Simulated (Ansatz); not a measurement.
# Ga2O3 (C2/m): the host for defect calculations, part 2 of 2

Before any defect goes in: Ga2O3 (C2/m) at rest, and how it screens a charge.

Ansatz 0.2.0; plane-wave PAW DFT, PBEsol; relaxation of the host's cell and atoms; PAW set soft_1 (the session's first sound run).

So far. Step 3 (Dielectric tensors of the host): The principal values of the electronic dielectric tensor are 4.10, 4.20 and 4.21. The principal values of the static dielectric tensor are 10.87, 10.92 and 13.83.

## Step 4: Defect free supercell relaxed in its symmetry

This cell, the one that will hold the defects, is built from the relaxed host. Its coarser k-points can move the atoms a little, so it is relaxed from the symmetric sites, as the reference for the test of stability.

This step: plane-wave PAW DFT, PBEsol; relaxation of the defect-free supercell in its symmetry; PAW set soft_1 (Ansatz 0.2.0).

System of this step: Ga2O3 (C2/m). The cell holds 120 atoms: 48 Ga and 72 O. Its edges and angles: a = 12.278 Å, b = 9.142 Å, c = 11.621 Å, α = 90.0°, β = 103.7°, γ = 90.0°.

Input file pristine.symmetric/input.yaml:

```yaml
crystal:
  lattice:
    - [12.2779581966, 0.0, 0.0078688676]
    - [0.0, 9.1418946025, 0.0]
    - [-2.7604537593, 0.0, 11.2879152185]
  atoms:
    - { symbol: Ga, position: [0.3412764858, 0.0, 0.3427201886] }
    - { symbol: Ga, position: [0.8412764858, 0.1666666667, 0.3427201886] }
    - { symbol: Ga, position: [0.1587235142, 0.1666666667, 0.1572798114] }
    - { symbol: Ga, position: [0.6587235142, 0.0, 0.1572798114] }
    - { symbol: Ga, position: [0.4094922641, 0.1666666667, 0.1023013088] }
    - { symbol: Ga, position: [0.9094922641, 0.0, 0.1023013088] }
    - { symbol: Ga, position: [0.0905077359, 0.0, 0.3976986912] }
    - { symbol: Ga, position: [0.5905077359, 0.1666666667, 0.3976986912] }
    - { symbol: O, position: [0.0037884346, 0.1666666667, 0.3720424594] }
    - { symbol: O, position: [0.5037884346, 0.0, 0.3720424594] }
    - { symbol: O, position: [0.4962115654, 0.0, 0.1279575406] }
    - { symbol: O, position: [0.9962115654, 0.1666666667, 0.1279575406] }
    - { symbol: O, position: [0.3267873152, 0.1666666667, 0.2186196626] }
    - { symbol: O, position: [0.8267873152, 0.0, 0.2186196626] }
    - { symbol: O, position: [0.1732126848, 0.0, 0.2813803374] }
    - { symbol: O, position: [0.6732126848, 0.1666666667, 0.2813803374] }
    - { symbol: O, position: [0.1652740744, 0.0, 0.0547632684] }
    - { symbol: O, position: [0.6652740744, 0.1666666667, 0.0547632684] }
    - { symbol: O, position: [0.3347259256, 0.1666666667, 0.4452367316] }
    - { symbol: O, position: [0.8347259256, 0.0, 0.4452367316] }
    - { symbol: Ga, position: [0.3412764858, 0.0, 0.8427201886] }
    - { symbol: Ga, position: [0.8412764858, 0.1666666667, 0.8427201886] }
    - { symbol: Ga, position: [0.1587235142, 0.1666666667, 0.6572798114] }
    - { symbol: Ga, position: [0.6587235142, 0.0, 0.6572798114] }
    - { symbol: Ga, position: [0.4094922641, 0.1666666667, 0.6023013088] }
    - { symbol: Ga, position: [0.9094922641, 0.0, 0.6023013088] }
    - { symbol: Ga, position: [0.0905077359, 0.0, 0.8976986912] }
    - { symbol: Ga, position: [0.5905077359, 0.1666666667, 0.8976986912] }
    - { symbol: O, position: [0.0037884346, 0.1666666667, 0.8720424594] }
    - { symbol: O, position: [0.5037884346, 0.0, 0.8720424594] }
[... 84 atom lines left out ...]
    - { symbol: O, position: [0.1732126848, 0.6666666667, 0.7813803374] }
    - { symbol: O, position: [0.6732126848, 0.8333333333, 0.7813803374] }
    - { symbol: O, position: [0.1652740744, 0.6666666667, 0.5547632684] }
    - { symbol: O, position: [0.6652740744, 0.8333333333, 0.5547632684] }
    - { symbol: O, position: [0.3347259256, 0.8333333333, 0.9452367316] }
    - { symbol: O, position: [0.8347259256, 0.6666666667, 0.9452367316] }
basis:
  ecutwfc: 420
  xc_grid: 2
hamiltonian:
  xc: pbesol
  pseudopotentials: { kind: paw, azcp: { folder: soft_1 }, xc_functional: pbe }
kpoints:
  mp_grid: { grid: [1, 1, 1] }
scf:
  occupations: { method: fermi_dirac, width: 0.01 }
  max_iter: 100
  lower_state_search: "off"
output:
  forces: true
relax:
  f_tol: 0.015
  max_steps: 60
  escape_saddle: false
checkpoint:
  write: "../pristine.symmetric.run"
  compress: false
  write_wavefunctions: false
  write_every: 100000
```

Run with:

```console
> ansatz run input.yaml --threads 32 --pin off --max-ram 84787MiB --backend cuda --events-out ev --progress --plain --runs-dir out --max-vram 78GiB
```

Numbers of over 12 decimals in the logs are rounded to 6 here.

Output:

```text
[...]
device memory: the entry about to start is reckoned to put 4.4 GiB on a device that reports 167.9 GiB free (of which the cap on the GPU budget leaves the run 78.0 GiB)
GPU FFT provider: cuFFT
GPU libraries: cuBLAS 13.8.1, cuFFT 12.4.0, cuSOLVER 12.3.2
GPU matrix products: emulated (plane waves: as basis.precision tells), large ones in fixed point in workspaces of 1.00 GiB
Crystal: 120 atoms, lattice volume = 1267.197 Å³
Basis set: ecut = 420 eV, 24771 PW (Γ), exchange–correlation on 180×128×160 points (8 copies of the dense FFT grid, shifted against one another)
Bands: 648, of which v1, the nominal top of the filled ones, is band 528 counted from 1 (527 counted from 0)
Symmetry: 48 space group operations
[...]
k-points: 1
[...]
GPU buffer pool allocated for 460800 grid points (all kernels)
GPU transforms: local potential and band sums: pruned to the plane-wave sphere, on 81×64×80
[...]
SCF iter   1: F=—  HF=-220127.630838 eV  |Δ(HF+E_count)|=         —  Δρ=1.17e-1  dr2=7.86e1  Hψ=2210
[...]
SCF iter   9: F=-220100.603182 eV  HF=-220100.603182 eV  |Δ(HF+E_count)|=   1.80e-5  Δρ=8.74e-6  dr2=9.60e-7  Hψ=1927
SCF 1 converged in 9 iterations: F = -220100.603182 eV  dr2 = 9.60e-7
[...]
relax step   1: F+E_penalty+E_count = -220100.60318197 eV  Δ(F+E_penalty+E_count) = +0.000e0 eV  max|allowed force component| = 2.842e-2 eV/Å  Δτ_max = 0.0000 Å  (9 SCF iters, dr2 threshold 5.63e-6 eV, accepted)
[...]
relax step   2: F+E_penalty+E_count = -220100.60499395 eV  Δ(F+E_penalty+E_count) = -1.812e-3 eV  max|allowed force component| = 2.049e-2 eV/Å  Δτ_max = 0.0024 Å  (6 SCF iters, accepted)
SCF iter   1: F=—  HF=-220100.603318 eV  |Δ(HF+E_count)|=         —  Δρ=4.75e-4  dr2=9.72e-4  Hψ=1288
[...]
SCF iter   6: F=-220100.606466 eV  HF=-220100.606466 eV  |Δ(HF+E_count)|=   1.09e-7  Δρ=1.69e-6  dr2=3.66e-8  Hψ=2201
SCF 3 converged in 6 iterations: F = -220100.606466 eV  dr2 = 3.66e-8
relax step   3: F+E_penalty+E_count = -220100.60646636 eV  Δ(F+E_penalty+E_count) = -1.472e-3 eV  max|allowed force component| = 7.751e-3 eV/Å  Δτ_max = 0.0036 Å  (6 SCF iters, accepted)
SCF converged after 6 iterations
Free energy (F): -220100.606466 eV
[...]
Internal energy: -220100.606466 eV  (E = F + TS)
E sigma→0 (E₀):  -220100.606466 eV
Fermi energy:    9.027178 eV
[...]
--- Forces (eV/Å), atoms counted from 1 ---
  atom   1  Ga    -0.00775126    -0.00000000     0.00589304
  atom   2  Ga    -0.00775126    -0.00000000     0.00589304
  atom   3  Ga     0.00775126     0.00000000    -0.00589304
  atom   4  Ga     0.00775126     0.00000000    -0.00589304
  atom   5  Ga     0.00428118     0.00000000    -0.00049835
  atom   6  Ga     0.00428118     0.00000000    -0.00049835
  [... 114 more lines of this table ...]
  max |Σ_I F_I| component: 2.52e-17 eV/Å
--- Relaxed structure (3 steps of the walk, 3 accepted, 0 SCFs on fresh bases) ---
  F+E_penalty+E_count = -220100.60646636 eV   max|allowed force component| = 7.751e-3 eV/Å
  atoms:
    - { symbol: Ga, position: [0.341335, 0, 0.342704] }
    - { symbol: Ga, position: [0.841335, 0.166667, 0.342704] }
    - { symbol: Ga, position: [0.158665, 0.166667, 0.157296] }
    - { symbol: Ga, position: [0.658665, 0, 0.157296] }
    - { symbol: Ga, position: [0.409589, 0.166667, 0.102330] }
    - { symbol: Ga, position: [0.909589, 0, 0.102330] }
  [... 114 more lines of this table ...]
```

The job ended after 3.2 s (1 × NVIDIA GB200 with 32 threads of Arm Neoverse V2, shared host; peak memory 1.2 GiB).

Step by step:

```csv
step,energy less that of the first step (eV),largest force component (eV/Å)
1,0.0000,0.0284
2,-0.0018,0.0205
3,-0.0033,0.0078
```

Forces are held to the 48 operations that the run works with; a distortion that breaks them can't arise in this run.

## Step 5: Defect free supercell relaxed from displaced atoms

This step: plane-wave PAW DFT, PBEsol; relaxation of the defect-free supercell from random displacements, a test of the host's stability; PAW set soft_1 (Ansatz 0.2.0).

pristine.rattled/input.yaml, as its differences from pristine.symmetric/input.yaml of step 4:

```diff
@@ -59,6 +59,6 @@
   f_tol: 0.015
-  max_steps: 60
-  escape_saddle: false
+  max_steps: 120
+  random_displacement: { amplitude: 0.06, seed: 878 }
 checkpoint:
-  write: "../pristine.symmetric.run"
+  write: "../pristine.rattled.run"
   compress: false
```

Output:

```text
[...]
Crystal: 120 atoms, lattice volume = 1267.197 Å³
Basis set: ecut = 420 eV, 24771 PW (Γ), exchange–correlation on 180×128×160 points (8 copies of the dense FFT grid, shifted against one another)
Bands: 648, of which v1, the nominal top of the filled ones, is band 528 counted from 1 (527 counted from 0)
Symmetry: 1 space group operations
k-points: 1
[...]
SCF iter   1: F=—  HF=-220124.261657 eV  |Δ(HF+E_count)|=         —  Δρ=1.17e-1  dr2=7.87e1  Hψ=2033
[...]
SCF iter   2: F=—  HF=-220105.124773 eV  |Δ(HF+E_count)|=    1.91e1  Δρ=5.36e-2  dr2=1.90e1  Hψ=1209
[...]
SCF iter   9: F=-220097.244796 eV  HF=-220097.244796 eV  |Δ(HF+E_count)|=   1.78e-5  Δρ=8.22e-6  dr2=1.03e-6  Hψ=1885
SCF 1 converged in 9 iterations: F = -220097.244796 eV  dr2 = 1.03e-6
[...]
relax step   1: F+E_penalty+E_count = -220097.24479593 eV  Δ(F+E_penalty+E_count) = +0.000e0 eV  max|allowed force component| = 1.999e0 eV/Å  Δτ_max = 0.0000 Å  (9 SCF iters, dr2 threshold 5.63e-6 eV, accepted)
[...]
relax step   2: F+E_penalty+E_count = -220099.58804068 eV  Δ(F+E_penalty+E_count) = -2.343e0 eV  max|allowed force component| = 1.118e0 eV/Å  Δτ_max = 0.0678 Å  (7 SCF iters, dr2 threshold 1.00e-4 eV, accepted)
relax step   3: F+E_penalty+E_count = -220100.60355763 eV  Δ(F+E_penalty+E_count) = -1.016e0 eV  max|allowed force component| = 5.350e-2 eV/Å  Δτ_max = 0.0598 Å  (6 SCF iters, dr2 threshold 7.82e-5 eV, accepted)
relax step   4: F+E_penalty+E_count = -220100.60357472 eV  Δ(F+E_penalty+E_count) = -1.709e-5 eV  max|allowed force component| = 5.418e-2 eV/Å  Δτ_max = 0.0000 Å  (5 SCF iters, accepted)
[...]
SCF iter   1: F=—  HF=-220100.603747 eV  |Δ(HF+E_count)|=         —  Δρ=1.36e-3  dr2=7.40e-3  Hψ=1289
[...]
SCF iter   2: F=—  HF=-220100.601841 eV  |Δ(HF+E_count)|=   1.91e-3  Δρ=6.62e-4  dr2=1.77e-3  Hψ=986
[...]
SCF iter   7: F=-220100.606740 eV  HF=-220100.606740 eV  |Δ(HF+E_count)|=   1.51e-8  Δρ=1.46e-6  dr2=3.04e-8  Hψ=1737
SCF 5 converged in 7 iterations: F = -220100.606740 eV  dr2 = 3.04e-8
[...]
relax step   5: F+E_penalty+E_count = -220100.60673997 eV  Δ(F+E_penalty+E_count) = -3.165e-3 eV  max|allowed force component| = 2.185e-3 eV/Å  Δτ_max = 0.0087 Å  (7 SCF iters, accepted)
SCF converged after 7 iterations
Free energy (F): -220100.606740 eV
[...]
Internal energy: -220100.606740 eV  (E = F + TS)
E sigma→0 (E₀):  -220100.606740 eV
Fermi energy:    9.027280 eV
[...]
--- Forces (eV/Å), atoms counted from 1 ---
  atom   1  Ga     0.00047551    -0.00000622     0.00077120
  atom   2  Ga    -0.00025014    -0.00006808    -0.00017183
  atom   3  Ga    -0.00003854     0.00065586    -0.00040424
  atom   4  Ga    -0.00005481     0.00012570     0.00009776
  atom   5  Ga     0.00067660     0.00017840    -0.00029832
  atom   6  Ga    -0.00036012     0.00019441    -0.00114325
  [... 114 more lines of this table ...]
  max |Σ_I F_I| component: 4.37e-6 eV/Å
--- Relaxed structure (5 steps of the walk, 5 accepted, 0 SCFs on fresh bases) ---
  F+E_penalty+E_count = -220100.60673997 eV   max|allowed force component| = 2.185e-3 eV/Å
  atoms:
    - { symbol: Ga, position: [0.340974, 0.000497, 0.342950] }
    - { symbol: Ga, position: [0.840961, 0.167173, 0.342961] }
    - { symbol: Ga, position: [0.158502, 0.167173, 0.157348] }
    - { symbol: Ga, position: [0.658493, 0.000525, 0.157344] }
    - { symbol: Ga, position: [0.409405, 0.167188, 0.102551] }
    - { symbol: Ga, position: [0.909440, 0.000506, 0.102578] }
  [... 114 more lines of this table ...]
```

Wall time 4.4 s (1 × NVIDIA GB200 with 32 threads); peak memory 1.2 GiB.

Relaxation path:

| step | energy less that of the first step (eV) | largest force component (eV/Å) |
| --- | --- | --- |
| 1 | 0.0000 | 1.9987 |
| 2 | -2.3432 | 1.1185 |
| 3 | -3.3588 | 0.0535 |
| 4 | -3.3588 | 0.0542 |
| 5 | -3.3619 | 0.0022 |

The relaxation ends 28 meV an atom lower than the displaced start, with a largest force component of 0.0022 eV/Å.

## Step 6: Host on a dense mesh

This step: plane-wave PAW DFT, PBEsol; single point of the defect-free host, a test of the k-point sampling; PAW set soft_1 (Ansatz 0.2.0).

System of this step: Ga2O3 (C2/m). Symmetry: C2/m, No. 12, monoclinic system. Conventional cell: a = 12.278 Å, b = 3.047 Å, c = 5.810 Å, α = 90.00°, β = 103.71°, γ = 90.00°. Nearest to Ga lie 6 O at 1.94 to 2.08 Å. Ga has 4 O at 1.84 to 1.87 Å nearest. O has 3 Ga at 1.84 to 1.94 Å nearest. O has 4 Ga at 1.87 to 2.08 Å nearest. Nearest to O lie 3 Ga at 1.84 to 1.95 Å. Farther neighbours and most contacts between anions are not listed.

Input file dense/input.yaml:

```yaml
crystal:
  lattice:
    - [6.1389790983, -1.5236491004, 0.0039344338]
    - [6.1389790983, 1.5236491004, 0.0039344338]
    - [-1.3802268796, 0.0, 5.6439576092]
  atoms:
    - { symbol: Ga, position: [0.3412764858, 0.3412764858, 0.6854403771] }
    - { symbol: Ga, position: [0.6587235142, 0.6587235142, 0.3145596229] }
    - { symbol: Ga, position: [0.9094922641, 0.9094922641, 0.2046026177] }
    - { symbol: Ga, position: [0.0905077359, 0.0905077359, 0.7953973823] }
    - { symbol: O, position: [0.5037884346, 0.5037884346, 0.7440849188] }
    - { symbol: O, position: [0.4962115654, 0.4962115654, 0.2559150812] }
    - { symbol: O, position: [0.8267873152, 0.8267873152, 0.4372393251] }
    - { symbol: O, position: [0.1732126848, 0.1732126848, 0.5627606749] }
    - { symbol: O, position: [0.1652740744, 0.1652740744, 0.1095265368] }
    - { symbol: O, position: [0.8347259256, 0.8347259256, 0.8904734632] }
basis:
  ecutwfc: 420
  xc_grid: 2
hamiltonian:
  xc: pbesol
  pseudopotentials: { kind: paw, azcp: { folder: soft_1 }, xc_functional: pbe }
kpoints:
  mp_grid: { grid: [9, 9, 5] }
scf:
  occupations: { method: fermi_dirac, width: 0.01 }
  max_iter: 100
  lower_state_search: "off"
checkpoint:
  write: "../dense.run"
  compress: false
  write_wavefunctions: false
  write_every: 100000
```

Output:

```text
[...]
GPU FFT provider: cuFFT
GPU libraries: cuBLAS 13.8.1, cuFFT 12.4.0, cuSOLVER 12.3.2
[...]
Crystal: 10 atoms, lattice volume = 105.600 Å³
Basis set: ecut = 420 eV, 2045 PW (Γ), FFT grids on a1−a2, a2, a3, exchange–correlation on 48×90×80 points (8 copies of the dense FFT grid, shifted against one another)
Bands: 54, of which v1, the nominal top of the filled ones, is band 44 counted from 1 (43 counted from 0)
Symmetry: 4 space group operations
[...]
k-points: 115 of 405
[...]
GPU buffer pool allocated for 43200 grid points (all kernels)
[...]
SCF iter   1: F=—  HF=-18344.096142 eV  |Δ(HF+E_count)|=         —  Δρ=1.16e-1  dr2=6.45e0  Hψ=20814
[...]
SCF iter  10: F=-18341.867153 eV  HF=-18341.867153 eV  |Δ(HF+E_count)|=   1.37e-7  Δρ=5.32e-6  dr2=2.39e-8  Hψ=15445
SCF 1 converged in 10 iterations: F = -18341.867153 eV  dr2 = 2.39e-8
[...]
SCF converged after 10 iterations
Free energy (F): -18341.867153 eV
[...]
Internal energy: -18341.867153 eV  (E = F + TS)
E sigma→0 (E₀):  -18341.867153 eV
Fermi energy:    9.023346 eV
[...]
```

It took 1.7 s on 1 × NVIDIA GB200 with 32 threads; peak memory 1.1 GiB; 4.2 s of CPU time.

## Step 7: Defect free supercell at the zone centre

The supercell is run at the zone centre, to see how far that sampling misses the dense mesh.

System of this step: Ga2O3 (C2/m). The cell holds 120 atoms: 48 Ga and 72 O. Its edges and angles: a = 12.278 Å, b = 9.142 Å, c = 11.621 Å, α = 90.0°, β = 103.7°, γ = 90.0°.

pristine.sampling_gamma/input.yaml, as its differences from pristine.rattled/input.yaml of step 5:

```diff
@@ -55,10 +55,4 @@
   lower_state_search: "off"
-output:
-  forces: true
-relax:
-  f_tol: 0.015
-  max_steps: 120
-  random_displacement: { amplitude: 0.06, seed: 878 }
 checkpoint:
-  write: "../pristine.rattled.run"
+  write: "../pristine.sampling_gamma.run"
   compress: false
```

Output:

```text
[...]
GPU FFT provider: cuFFT
GPU libraries: cuBLAS 13.8.1, cuFFT 12.4.0, cuSOLVER 12.3.2
[...]
Crystal: 120 atoms, lattice volume = 1267.197 Å³
Basis set: ecut = 420 eV, 24771 PW (Γ), exchange–correlation on 180×128×160 points (8 copies of the dense FFT grid, shifted against one another)
Bands: 648, of which v1, the nominal top of the filled ones, is band 528 counted from 1 (527 counted from 0)
Symmetry: 48 space group operations
[...]
k-points: 1
[...]
GPU buffer pool allocated for 460800 grid points (all kernels)
[...]
SCF iter   1: F=—  HF=-220127.630838 eV  |Δ(HF+E_count)|=         —  Δρ=1.17e-1  dr2=7.86e1  Hψ=2210
[...]
SCF iter  10: F=-220100.603182 eV  HF=-220100.603182 eV  |Δ(HF+E_count)|=   5.29e-7  Δρ=2.03e-6  dr2=4.69e-8  Hψ=1599
SCF 1 converged in 10 iterations: F = -220100.603182 eV  dr2 = 4.69e-8
[...]
SCF converged after 10 iterations
Free energy (F): -220100.603182 eV
[...]
Internal energy: -220100.603182 eV  (E = F + TS)
E sigma→0 (E₀):  -220100.603182 eV
Fermi energy:    9.025698 eV
[...]
```

Elapsed: 2 s, on 1 × NVIDIA GB200 with 32 threads; peak memory 1.1 GiB.

## Step 8: Defect free supercell at the quarter point

The supercell is run at one point off the zone centre, to see how far that sampling misses the dense mesh.

pristine.sampling_quarter/input.yaml, as its differences from pristine.sampling_gamma/input.yaml of step 7:

```diff
@@ -50,3 +50,3 @@
 kpoints:
-  mp_grid: { grid: [1, 1, 1] }
+  mp_grid: { grid: [1, 1, 1], shift: [0.25, 0.25, 0.25] }
 scf:
@@ -56,3 +56,3 @@
 checkpoint:
-  write: "../pristine.sampling_gamma.run"
+  write: "../pristine.sampling_quarter.run"
   compress: false
```

Output:

```text
[...]
GPU FFT provider: cuFFT
GPU libraries: cuBLAS 13.8.1, cuFFT 12.4.0, cuSOLVER 12.3.2
[...]
Crystal: 120 atoms, lattice volume = 1267.197 Å³
Basis set: ecut = 420 eV, 24771 PW (Γ), exchange–correlation on 180×128×160 points (8 copies of the dense FFT grid, shifted against one another)
Bands: 648, of which v1, the nominal top of the filled ones, is band 528 counted from 1 (527 counted from 0)
Symmetry: 24 space group operations
k-points: 1
[...]
GPU buffer pool allocated for 460800 grid points (all kernels)
[...]
SCF iter   1: F=—  HF=-220129.174819 eV  |Δ(HF+E_count)|=         —  Δρ=1.16e-1  dr2=7.74e1  Hψ=2168
[...]
SCF iter  10: F=-220102.434234 eV  HF=-220102.434234 eV  |Δ(HF+E_count)|=   4.55e-7  Δρ=1.60e-6  dr2=3.37e-8  Hψ=1600
SCF 1 converged in 10 iterations: F = -220102.434234 eV  dr2 = 3.37e-8
[...]
SCF converged after 10 iterations
Free energy (F): -220102.434234 eV
[...]
Internal energy: -220102.434234 eV  (E = F + TS)
E sigma→0 (E₀):  -220102.434234 eV
Fermi energy:    9.450311 eV
[...]
```

Wall time 1.7 s (1 × NVIDIA GB200 with 32 threads); peak memory 1.4 GiB.

## Step 9: Summary of results

```json
{
 "primitive cell vectors, lengths": "6.325, 6.325, 5.810 Å",
 "electronic dielectric constant": "principal values (4.10, 4.20, 4.21)",
 "static dielectric constant": "principal values (10.87, 10.92, 13.83)",
 "gap on the k-mesh of the response run (PBEsol)": "2.23 eV",
 "supercell relaxed in its symmetry less the displaced and relaxed one": "0.000 eV",
 "energy an atom at the zone centre alone less that on the dense mesh": "0.015 eV",
 "energy an atom at one point at (¼, ¼, ¼) less that on the dense mesh": "0.000 eV"
}
```

In words: Step 4: First to last step the energy falls by 0.003 eV; the largest move, 0.006 Å, is that of O19 and 23 other atoms alike. Step 5: The energy fell by 3.362 eV from the randomly displaced start; against the sites as typed, O98 ends farthest off, by 0.01 Å, once the mean shift is taken out. The displaced cell ends within 0.01 eV of the symmetric one relaxed in its symmetry, so no lower structure shows in this supercell. The k-mesh can miss the band edges, so this gap is an upper bound at this level. All at zero temperature.

[Logs are printed without paths, hosts, clocks, repeated set-up lines and the standing remarks that a program may print on its own settings, such as how far it seeks lower states.]

[Hosts, paths, dates, database ids (printed as entryN), source tags and the programs' standing remarks are cut or masked in the printed files.]

[Runs of the host that timed out are not shown.]

[For some hosts the program warned that the k-mesh of the response run may be too coarse for force constants and the static dielectric constant; such warnings are not always shown.]

[The program warned that the k-mesh of a response run behind this text may be too coarse: force constants, and the static dielectric constant and all else formed from them, are not shown converged.]
